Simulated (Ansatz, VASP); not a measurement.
Given: the input of a run of VASP 6.6.1 on Tc.

Contents of INCAR:

```
SYSTEM = Tc
PREC = Accurate
ENCUT = 520
EDIFF = 1E-6
ISMEAR = 0
SIGMA = 0.05
LREAL = .FALSE.
LASPH = .TRUE.
NELM = 100
ALGO = Normal
ISIF = 2
LWAVE = .FALSE.
LCHARG = .TRUE.
GGA = CA
LELF = .TRUE.
LVHAR = .TRUE.
NBANDS = 20
```

File KPOINTS:

```
Automatic mesh
0
G
  11 11 6
  0 0 0
```

POSCAR

```
Tc
1.0
    2.7400000000      0.0000000000      0.0000000000
   -1.3700000000      2.3729096064      0.0000000000
    0.0000000000      0.0000000000      4.3980000000
Tc
2
Direct
    0.6666666667      0.3333333333      0.7500000000
    0.3333333333      0.6666666667      0.2500000000
```

Potentials or basis: VASP PAW LDA potentials, release 64 (Tc_pv).

Command:

```console
$ cat potpaw_LDA.64/Tc_pv/POTCAR > POTCAR
$ mpirun -np 1 vasp_std > vasp.out
```

Problem. Set up the same calculation for Ansatz 0.2.0. Potentials there: all-electron LAPW, scalar-relativistic.

Solution. As run (the cutoff follows the program's own potentials):

Contents of input.yaml:

```yaml
crystal:
  lattice:
    - [2.74, 0.0, 0.0]
    - [-1.37, 2.3729096064, 0.0]
    - [0.0, 0.0, 4.398]
  atoms:
    - { symbol: Tc, position: [0.6666666667, 0.3333333333, 0.75] }
    - { symbol: Tc, position: [0.3333333333, 0.6666666667, 0.25] }
kpoints:
  mp_grid: { grid: [11, 11, 6] }
scf:
  occupations: { method: gaussian, width: 0.05 }
hamiltonian:
  xc: lda
  pseudopotentials: { kind: all_electron, lapw: { basis_error: 0.001 } }
output:
  forces: true
  stress: true
  eigenvalues: true
```

Potentials or basis: all-electron LAPW, scalar-relativistic.

Command:

```bash
$ ansatz run input.yaml --threads 1 --pin off --max-ram 3072MiB --backend cpu --events-out ev --progress --plain --runs-dir out
```

Both were run:

|  | VASP | Ansatz | Ansatz less VASP |
| --- | --- | --- | --- |
| gap on the k mesh at the Fermi level (eV) | none | none | - |
| pressure (GPa) | -11.9 | -11.9 | -0.04 |
| largest component of the traceless stress (GPa) | 0.11 | 0.17 | +0.061 |

A gap of «none» marks a metal or a gap that the smearing closes. Ansatz ran all-electron here, so the differences hold the error of VASP's frozen core and of both bases.
